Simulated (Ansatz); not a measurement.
## HfS$_{2}$: strain energy, fitted

HfS$_{2}$, P-3m1, a = 3.606 Å, c = 5.770 Å. Ansatz: PBE+D3(BJ), PAW, 420 eV, Γ-centred 12×12×6 mesh on 3 atoms, Gaussian smearing 0.02 eV; no spin polarisation. Series: equal strain along all axes, cell held, atoms relaxed; x is the strain in per cent. y is the free energy over the unstrained cell, V0 = 21.659 Å³/atom.

```tsv
x (%)	y (meV/atom)
-4.5	?
-3.0	27.64
-1.5	6.52
0.0	0.00
1.5	6.11
3.0	23.15
4.5	49.67
```

Fit y = c2 x² + c3 x³ to the other rows, turn c2 into a modulus, and predict the missing energy.

Least squares on the rows shown. y = 2.8220 x² − 0.082156 x³. In eV per unit strain² c2 is 28.22; the stiffness is B for this strain (E = 9/2 B V0 ε², shape held): 2 × 28.22 × 160.2 / (9 × 21.659) = 46 GPa. At x = -4.5 the fit asked for gives 64.63 meV/atom. The run gave 65.64 meV/atom, so the fit is 1.01 meV/atom too low, 1.5 % of the span of the series, against an rms of 0.05 meV/atom on the fitted rows. The row lies outside the fitted range. With a term in x⁴ added, a fit to the same known rows predicts 64.80 meV/atom, no real gain.

Spin–orbit coupling is left out, which can shift energies with elements as heavy as these.